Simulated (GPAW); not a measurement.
Set up this calculation in GPAW 26.7.0, as an ASE script.

```
Task                : band structure
Functional          : LDA
Potentials or basis : PAW data sets generated in the run's folder for this functional
Cutoff              : 600 eV
Basis               : pw
k mesh              : 12 × 12 × 12
Occupations         : fermi-dirac, width 0.05 eV
Spin                : no spin polarisation
Maxiter             : 150
Band path           : GXWKGLUWLK,UX
Band points         : 80
```

The structure of Ir lies in Ir.cif:

```cif
data_Ir
_cell_length_a 3.83120000
_cell_length_b 3.83120000
_cell_length_c 3.83120000
_cell_angle_alpha 90.00000000
_cell_angle_beta 90.00000000
_cell_angle_gamma 90.00000000
_space_group_name_H-M_alt 'Fm-3m'
_space_group_name_Hall '-F 4 2 3'
_space_group_IT_number 225
loop_
_space_group_symop_operation_xyz
'x,y,z'
'-x,-y,-z'
'-y,x,z'
'y,-x,-z'
'-x,-y,z'
'x,y,-z'
'y,-x,z'
'-y,x,-z'
'x,-y,-z'
'-x,y,z'
'-y,-x,-z'
'y,x,z'
'-x,y,-z'
'x,-y,z'
'y,x,-z'
'-y,-x,z'
'z,x,y'
'-z,-x,-y'
'z,-y,x'
'-z,y,-x'
'z,-x,-y'
'-z,x,y'
'z,y,-x'
'-z,-y,x'
'-z,x,-y'
'z,-x,y'
'-z,-y,-x'
'z,y,x'
'-z,-x,y'
'z,x,-y'
'-z,y,x'
'z,-y,-x'
'y,z,x'
'-y,-z,-x'
'x,z,-y'
'-x,-z,y'
'-y,z,-x'
'y,-z,x'
'-x,z,y'
'x,-z,-y'
'-y,-z,x'
'y,z,-x'
'-x,-z,-y'
'x,z,y'
'y,-z,-x'
'-y,z,x'
'x,-z,y'
'-x,z,-y'
'x,y+1/2,z+1/2'
'-x,-y+1/2,-z+1/2'
'-y,x+1/2,z+1/2'
'y,-x+1/2,-z+1/2'
'-x,-y+1/2,z+1/2'
'x,y+1/2,-z+1/2'
'y,-x+1/2,z+1/2'
'-y,x+1/2,-z+1/2'
'x,-y+1/2,-z+1/2'
'-x,y+1/2,z+1/2'
'-y,-x+1/2,-z+1/2'
'y,x+1/2,z+1/2'
'-x,y+1/2,-z+1/2'
'x,-y+1/2,z+1/2'
'y,x+1/2,-z+1/2'
'-y,-x+1/2,z+1/2'
'z,x+1/2,y+1/2'
'-z,-x+1/2,-y+1/2'
'z,-y+1/2,x+1/2'
'-z,y+1/2,-x+1/2'
'z,-x+1/2,-y+1/2'
'-z,x+1/2,y+1/2'
'z,y+1/2,-x+1/2'
'-z,-y+1/2,x+1/2'
'-z,x+1/2,-y+1/2'
'z,-x+1/2,y+1/2'
'-z,-y+1/2,-x+1/2'
'z,y+1/2,x+1/2'
'-z,-x+1/2,y+1/2'
'z,x+1/2,-y+1/2'
'-z,y+1/2,x+1/2'
'z,-y+1/2,-x+1/2'
'y,z+1/2,x+1/2'
'-y,-z+1/2,-x+1/2'
'x,z+1/2,-y+1/2'
'-x,-z+1/2,y+1/2'
'-y,z+1/2,-x+1/2'
'y,-z+1/2,x+1/2'
'-x,z+1/2,y+1/2'
'x,-z+1/2,-y+1/2'
'-y,-z+1/2,x+1/2'
'y,z+1/2,-x+1/2'
'-x,-z+1/2,-y+1/2'
'x,z+1/2,y+1/2'
'y,-z+1/2,-x+1/2'
'-y,z+1/2,x+1/2'
'x,-z+1/2,y+1/2'
'-x,z+1/2,-y+1/2'
'x+1/2,y,z+1/2'
'-x+1/2,-y,-z+1/2'
'-y+1/2,x,z+1/2'
'y+1/2,-x,-z+1/2'
'-x+1/2,-y,z+1/2'
'x+1/2,y,-z+1/2'
'y+1/2,-x,z+1/2'
'-y+1/2,x,-z+1/2'
'x+1/2,-y,-z+1/2'
'-x+1/2,y,z+1/2'
'-y+1/2,-x,-z+1/2'
'y+1/2,x,z+1/2'
'-x+1/2,y,-z+1/2'
'x+1/2,-y,z+1/2'
'y+1/2,x,-z+1/2'
'-y+1/2,-x,z+1/2'
'z+1/2,x,y+1/2'
'-z+1/2,-x,-y+1/2'
'z+1/2,-y,x+1/2'
'-z+1/2,y,-x+1/2'
'z+1/2,-x,-y+1/2'
'-z+1/2,x,y+1/2'
'z+1/2,y,-x+1/2'
'-z+1/2,-y,x+1/2'
'-z+1/2,x,-y+1/2'
'z+1/2,-x,y+1/2'
'-z+1/2,-y,-x+1/2'
'z+1/2,y,x+1/2'
'-z+1/2,-x,y+1/2'
'z+1/2,x,-y+1/2'
'-z+1/2,y,x+1/2'
'z+1/2,-y,-x+1/2'
'y+1/2,z,x+1/2'
'-y+1/2,-z,-x+1/2'
'x+1/2,z,-y+1/2'
'-x+1/2,-z,y+1/2'
'-y+1/2,z,-x+1/2'
'y+1/2,-z,x+1/2'
'-x+1/2,z,y+1/2'
'x+1/2,-z,-y+1/2'
'-y+1/2,-z,x+1/2'
'y+1/2,z,-x+1/2'
'-x+1/2,-z,-y+1/2'
'x+1/2,z,y+1/2'
'y+1/2,-z,-x+1/2'
'-y+1/2,z,x+1/2'
'x+1/2,-z,y+1/2'
'-x+1/2,z,-y+1/2'
'x+1/2,y+1/2,z'
'-x+1/2,-y+1/2,-z'
'-y+1/2,x+1/2,z'
'y+1/2,-x+1/2,-z'
'-x+1/2,-y+1/2,z'
'x+1/2,y+1/2,-z'
'y+1/2,-x+1/2,z'
'-y+1/2,x+1/2,-z'
'x+1/2,-y+1/2,-z'
'-x+1/2,y+1/2,z'
'-y+1/2,-x+1/2,-z'
'y+1/2,x+1/2,z'
'-x+1/2,y+1/2,-z'
'x+1/2,-y+1/2,z'
'y+1/2,x+1/2,-z'
'-y+1/2,-x+1/2,z'
'z+1/2,x+1/2,y'
'-z+1/2,-x+1/2,-y'
'z+1/2,-y+1/2,x'
'-z+1/2,y+1/2,-x'
'z+1/2,-x+1/2,-y'
'-z+1/2,x+1/2,y'
'z+1/2,y+1/2,-x'
'-z+1/2,-y+1/2,x'
'-z+1/2,x+1/2,-y'
'z+1/2,-x+1/2,y'
'-z+1/2,-y+1/2,-x'
'z+1/2,y+1/2,x'
'-z+1/2,-x+1/2,y'
'z+1/2,x+1/2,-y'
'-z+1/2,y+1/2,x'
'z+1/2,-y+1/2,-x'
'y+1/2,z+1/2,x'
'-y+1/2,-z+1/2,-x'
'x+1/2,z+1/2,-y'
'-x+1/2,-z+1/2,y'
'-y+1/2,z+1/2,-x'
'y+1/2,-z+1/2,x'
'-x+1/2,z+1/2,y'
'x+1/2,-z+1/2,-y'
'-y+1/2,-z+1/2,x'
'y+1/2,z+1/2,-x'
'-x+1/2,-z+1/2,-y'
'x+1/2,z+1/2,y'
'y+1/2,-z+1/2,-x'
'-y+1/2,z+1/2,x'
'x+1/2,-z+1/2,y'
'-x+1/2,z+1/2,-y'
loop_
_atom_site_label
_atom_site_type_symbol
_atom_site_symmetry_multiplicity
_atom_site_Wyckoff_symbol
_atom_site_fract_x
_atom_site_fract_y
_atom_site_fract_z
_atom_site_occupancy
Ir1 Ir 4 a 0.0000000000 0.0000000000 0.0000000000 1
```

One way to write it, as run:

run.py

```python
import spglib
from ase import Atoms
from ase.dft.bandgap import bandgap
from ase.io import read, write
from ase.units import GPa
from gpaw import GPAW, PW, setup_paths

setup_paths.insert(0, '.')

atoms = read('Ir.cif')
cell, positions, numbers = spglib.find_primitive(
    (atoms.cell[:], atoms.get_scaled_positions(), atoms.numbers), symprec=1e-4)
atoms = Atoms(numbers, cell=cell, scaled_positions=positions, pbc=True)

calc = GPAW(mode=PW(600),
            xc='LDA',
            kpts={'size': (12, 12, 12), 'gamma': True},
            occupations={'name': 'fermi-dirac', 'width': 0.05},
            nbands=16,
            convergence={'density': 1e-05, 'energy': 1e-05},
            maxiter=150,
            txt='gpaw.txt')
atoms.calc = calc
energy = atoms.get_potential_energy()
forces = atoms.get_forces()
stress = atoms.get_stress()
calc.write('gs.gpw')
write('result.traj', atoms)
print(f'Energy: {energy:.6f} eV')
print('Forces (eV/A):')
print(forces.round(4))
print('Stress (GPa):', (stress / GPa).round(3))
print('Fermi level:', round(calc.get_fermi_level(), 4), 'eV')
print(f'Gap: {bandgap(calc)[0]:.4f} eV, direct: {bandgap(calc, direct=True)[0]:.4f} eV')

path = atoms.cell.bandpath('GXWKGLUWLK,UX', npoints=80, eps=1e-4)
bs_calc = calc.fixed_density(kpts=path, symmetry='off', nbands=24,
                             convergence={'bands': 'CBM+6.0', 'eigenstates': 1e-6}, txt='bands.txt')
bs = bs_calc.band_structure()
bs.write('bs.json')
print(f'Gap on the path: {bandgap(bs_calc)[0]:.4f} eV')
```

Potentials or basis: PAW data sets generated in the run's folder for this functional, pw.

Command:

```sh
$ gpaw-setup -f LDA Ir
$ OMP_NUM_THREADS=1 python run.py
```

Results of the run:

* Pressure: -8.8 GPa
* Band gap along the path: none (metal or under the smearing width)

Caveat: spin-orbit coupling is left out, which moves the levels of the heavy elements.

Wall time 14 s on 1 thread of Arm Neoverse V2 (shared host), peak memory 0.17 GiB.
